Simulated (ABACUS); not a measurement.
# ZnSe (Stilleite) (F-43m) in ABACUS: settings compared

Aim: see how the results for ZnSe (Stilleite) move with the level of theory and the settings. Levels: B86bPBE, revPBE. Tasks: single point, relaxation of cell and atoms.

Everything below comes from runs of ABACUS 3.10.1. Logs are shortened: lines on timing, memory, paths and dates and some standing lists are left out, and cuts for length are marked.

**Measured values to compare with.**

From “Alloy Disordering Effects on the Thermal Conductivity and Energy Gap Temperature Dependence of Cd1−xZnxSe Ternary Crystals Grown by the Bridgman Method”, 2023, pmc:10253836, for a bulk crystal of ZnSe at 300 K: band gap 2.695 ± 0.003 eV (an exciton energy, a little under the gap).

The runs below are set against these values where they give the same quantity.

**1. The crystal as given**

The structure is cubic, space group F-43m (No. 216). Conventional cell: a = 5.668 Å, b = 5.668 Å, c = 5.668 Å, α = 90.00°, β = 90.00°, γ = 90.00°. Se (site symmetry -43m) has 4 Zn at 2.45 Å as nearest neighbours. Zn (site symmetry -43m) is surrounded by 4 Se at 2.45 Å.

**2. Single point, B86bPBE**

run_abacus.py reads:

```python
"""ABACUS run from a structure file: ASE reads it, the script writes STRU, KPT and INPUT."""
import re
import subprocess
from ase.io import read
from ase.units import Bohr

atoms = read("ZnSe.xyz")
atoms = atoms[(-atoms.numbers).argsort(kind="stable")]  # ABACUS lists atoms element by element
pseudo = {'Se': 'Se.upf', 'Zn': 'Zn.upf'}
orbital = {}
magmoms = None
kmesh = [6, 6, 6]
params = {
    'suffix': 'ZnSe',
    'calculation': 'scf',
    'basis_type': 'pw',
    'pseudo_dir': './',
    'symmetry': 1,
    'dft_functional': 'GGA_X_B86_MGC+GGA_C_PBE',
    'ecutwfc': 87,
    'pseudo_rcut': 7,
    'nspin': 1,
    'nbands': 28,
    'ks_solver': 'dav',
    'smearing_method': 'fd',
    'smearing_sigma': 0.00367493,
    'scf_thr': 1e-08,
    'scf_nmax': 100,
    'mixing_type': 'broyden',
    'mixing_beta': 0.7,
    'cal_force': 1,
    'cal_stress': 1,
    'out_chg': 1,
    'kpar': 4,
}

symbols = atoms.get_chemical_symbols()
elements = list(dict.fromkeys(symbols))
lines = ["ATOMIC_SPECIES"] + [f"{e} {atoms.get_masses()[symbols.index(e)]:.4f} {pseudo[e]}" for e in elements]
if orbital:
    lines += ["", "NUMERICAL_ORBITAL"] + [orbital[e] for e in elements]
lines += ["", "LATTICE_CONSTANT", f"{1 / Bohr:.10f}", "", "LATTICE_VECTORS"]
lines += [" ".join(f"{x:.10f}" for x in v) for v in atoms.cell]
lines += ["", "ATOMIC_POSITIONS", "Direct"]
for e in elements:
    lines += ["", e, "0.0", str(symbols.count(e))]
    for i, p in enumerate(atoms.get_scaled_positions(wrap=False)):
        if symbols[i] == e:
            mag = "" if magmoms is None else " mag " + " ".join(str(x) for x in (magmoms[i] if isinstance(magmoms[i], list) else [magmoms[i]]))
            lines.append(" ".join(f"{x:.10f}" for x in p) + " 1 1 1" + mag)
open("STRU", "w").write("\n".join(lines) + "\n")
open("KPT", "w").write("K_POINTS\n0\nGamma\n%d %d %d 0 0 0\n" % tuple(kmesh))
open("INPUT", "w").write("INPUT_PARAMETERS\n" + "".join(f"{k:<20s}{v}\n" for k, v in params.items()))

done = subprocess.run(['mpirun', '-np', '4', 'abacus'])
if done.returncode:
    raise SystemExit(done.returncode)
log = open("OUT.ZnSe/running_scf.log").read()
print("final energy (eV):", re.findall(r"FINAL_ETOT_IS (\S+)", log))
```

ZnSe.xyz reads:

```xyz
2
Lattice="0.0000000000 2.8338000000 2.8338000000 2.8338000000 0.0000000000 2.8338000000 2.8338000000 2.8338000000 0.0000000000" Properties=species:S:1:pos:R:3 pbc="T T T"
Se     4.2507000000      4.2507000000      4.2507000000
Zn     0.0000000000      0.0000000000      0.0000000000
```

Potentials or basis: PseudoDojo NC SR 0.4.1 PBE standard, plane waves.

On the command line:

```console
OMP_NUM_THREADS=1 python run_abacus.py > log
```

running log:

```text
ABACUS v3.10.1

               Atomic-orbital Based Ab-initio Computation at UStc

 ------------------------------------------------------------------------------------

 READING GENERAL INFORMATION
                           global_out_dir = OUT.ZnSe/
                           global_in_card = INPUT
                               pseudo_dir = ./
                              orbital_dir =
                                    DSIZE = 4
                                    GSIZE = 1
[... 5 lines left out ...]

 READING ATOM TYPE 1
                               atom label = Se
                      L=0, number of zeta = 1
                      L=1, number of zeta = 1
                      L=2, number of zeta = 1
             number of atom for this type = 1

 READING ATOM TYPE 2
                               atom label = Zn
                      L=0, number of zeta = 1
                      L=1, number of zeta = 1
                      L=2, number of zeta = 1
             number of atom for this type = 1

                        TOTAL ATOM NUMBER = 2
DIRECT COORDINATES
    atom                   x                   y                   z     mag                  vx                  vy                  vz
taud_Se1            0.7500000000        0.7500000000        0.7500000000  0.0000        0.0000000000        0.0000000000        0.0000000000
taud_Zn1            0.0000000000        0.0000000000        0.0000000000  0.0000        0.0000000000        0.0000000000        0.0000000000

                          Volume (Bohr^3) = 307.138
                             Volume (A^3) = 45.5132

 Lattice vectors: (Cartesian coordinate: in unit of a_0)
                   +0             +2.8338             +2.8338
              +2.8338                  +0             +2.8338
              +2.8338             +2.8338                  +0
 Reciprocal vectors: (Cartesian coordinate: in unit of 2 pi/a_0)
            -0.176442           +0.176442           +0.176442
            +0.176442           -0.176442           +0.176442
            +0.176442           +0.176442           -0.176442
 The esolver type has been set to : ksdft_pw

                PAO radial cut off (Bohr) = 7

 Read in pseudopotential file is Se.upf
                     pseudopotential type = NC
          exchange-correlation functional = PBE
                 nonlocal core correction = 1
                        valence electrons = 16
                                     lmax = 2
                           number of zeta = 3
[... 5 lines left out ...]
                           L of projector = 2
                           L of projector = 2
 XC functional updated to : GGA_X_B86_MGC+GGA_C_PBE
          exchange-correlation functional = GGA_X_B86_MGC+GGA_C_PBE
                PAO radial cut off (Bohr) = 7

 Read in pseudopotential file is Zn.upf
                     pseudopotential type = NC
          exchange-correlation functional = PBE
                 nonlocal core correction = 1
                        valence electrons = 20
[... 174 lines left out ...]
 projector 4 L=1
 projector 5 L=2
 projector 6 L=2
      TOTAL NUMBER OF NONLOCAL PROJECTORS = 36

 Init Non-Local PseudoPotential table :
 Init Non-Local-Pseudopotential done.

                                     npwx = 4279

 Make real space PAO into reciprocal space.
       max mesh points in Pseudopotential = 701
     dq(describe PAO in reciprocal space) = 0.01
                                    max q = 1124

 number of pseudo atomic orbitals for Se is 3
WARNING: norm of atomic wavefunction # 2 of atomic type Se is 0.999994, renormalized
WARNING: norm of atomic wavefunction # 3 of atomic type Se is 0.99943, renormalized

 number of pseudo atomic orbitals for Zn is 4
WARNING: norm of atomic wavefunction # 3 of atomic type Zn is 0.999997, renormalized
WARNING: norm of atomic wavefunction # 4 of atomic type Zn is 0.998385, renormalized

 -------------------------------------------
 SELF-CONSISTENT
 -------------------------------------------
                                 init_chg = atomic

 PW ALGORITHM --------------- ION=   1  ELEC=   1--------------------------------

 Notice: Threshold on eigenvalues was too large.
 hsover_error=0.36 > DRHO=0.0704421
 Origin diag ethr = 0.01
 New diag ethr = 0.000195673

 Density error is 0.0714298542633
                          Error Threshold = 0.00019567254163
----------------------------------------------------------
     Energy           Rydberg                 eV
----------------------------------------------------------
 E_KohnSham     -660.9195425654      -8992.2716984428
 E_Harris       -662.8308809810      -9018.2767917011
 E_Fermi        0.6467582990         8.7995980946
----------------------------------------------------------
[... 63 lines left out ...]
 Density error is 4.59333250668e-09
                          Error Threshold = 2.37855818678e-10
----------------------------------------------------------
     Energy           Rydberg                 eV
----------------------------------------------------------
 E_KohnSham     -660.9415768737      -8992.5714905877
 E_KS(sigma->0) -660.9415768716      -8992.5714905588
 E_Harris       -660.9405371994      -8992.5573450933
 E_band         -73.3347537796       -997.7705128295
 E_one_elec     -488.5559174806      -6647.1442693536
 E_Hartree      250.0502465616       3402.1081395421
 E_xc           -93.6927764699       -1274.7556214304
 E_Ewald        -328.7431294806      -4472.7797392879
 E_entropy(-TS) -0.0000000043        -0.0000000579
 E_descf        0.0000000000         0.0000000000
 E_exx          0.0000000000         0.0000000000
 E_Fermi        0.6648525384         9.0457828514
----------------------------------------------------------

 charge density convergence is achieved
 final etot is -8992.5714906 eV
 EFERMI = 9.0457828514 eV

 STATE ENERGY(eV) AND OCCUPATIONS    NSPIN == 1
 1/4 kpoint (Cartesian) = 0.0000 0.0000 0.0000 (4279 pws)
       1       -116.908     0.00925926
       2       -71.0568     0.00925926
       3       -71.0568     0.00925926
       4       -71.0568     0.00925926
       5       -38.5453     0.00925926
       6       -38.5453     0.00925926
[... 110 lines left out ...]
      27        22.9397        0.00000
      28        22.9397        0.00000

------------------------------------------------------------------------------------------
 TOTAL-FORCE (eV/Angstrom)
------------------------------------------------------------------------------------------
                       Se1         0.0000000000         0.0000000000         0.0000000000
                       Zn1         0.0000000000         0.0000000000         0.0000000000
------------------------------------------------------------------------------------------

----------------------------------------------------------------
 TOTAL-STRESS (KBAR)
----------------------------------------------------------------
        25.8620190359         0.0000000000        -0.0000000000
         0.0000000000        25.8620190359        -0.0000000000
         0.0000000000        -0.0000000000        25.8620190359
----------------------------------------------------------------
 TOTAL-PRESSURE: 25.862019 KBAR

 --------------------------------------------
 !FINAL_ETOT_IS -8992.5714905877212004 eV
 --------------------------------------------
```

INPUT:

```text
INPUT_PARAMETERS
suffix              ZnSe
calculation         scf
basis_type          pw
pseudo_dir          ./
symmetry            1
dft_functional      GGA_X_B86_MGC+GGA_C_PBE
ecutwfc             87
pseudo_rcut         7
nspin               1
nbands              28
ks_solver           dav
smearing_method     fd
smearing_sigma      0.00367493
scf_thr             1e-08
scf_nmax            100
mixing_type         broyden
mixing_beta         0.7
cal_force           1
cal_stress          1
out_chg             1
kpar                4
```

STRU:

```text
ATOMIC_SPECIES
Se 78.9710 Se.upf
Zn 65.3800 Zn.upf

LATTICE_CONSTANT
1.8897261258

LATTICE_VECTORS
0.0000000000 2.8338000000 2.8338000000
2.8338000000 0.0000000000 2.8338000000
2.8338000000 2.8338000000 0.0000000000

ATOMIC_POSITIONS
Direct

Se
0.0
1
0.7500000000 0.7500000000 0.7500000000 1 1 1

Zn
0.0
1
0.0000000000 0.0000000000 -0.0000000000 1 1 1
```

Wall time 12 s (4 MPI ranks of Intel Xeon Platinum 8223CL at 3.00GHz (Skylake/Cascade Lake), shared host); peak memory 0.4 GiB.

What came out:

```yaml
Free_energy: -8992.5715 eV
Pressure: 2.6 GPa
Band_gap_on_the_k_mesh: 1.29 eV, direct
```

Levels at points of the mesh, in eV from the valence-band top:
| k point | band 16 | band 17 | band 18 | band 19 | band 20 | band 21 |
| --- | --- | --- | --- | --- | --- | --- |
| (0.00, 0.00, 0.00) | 0.00 | 0.00 | 0.00 | 1.29 | 5.83 | 5.83 |
| (0.50, 0.50, 0.50) | -5.21 | -0.86 | -0.86 | 2.55 | 6.41 | 6.41 |
| (0.50, 0.50, 0.00) | -4.75 | -2.17 | -2.17 | 3.01 | 3.48 | 10.74 |

Caveat: the potentials were made for another functional, which shifts forces and pressure.

(Part 1 of 2 ends here.)
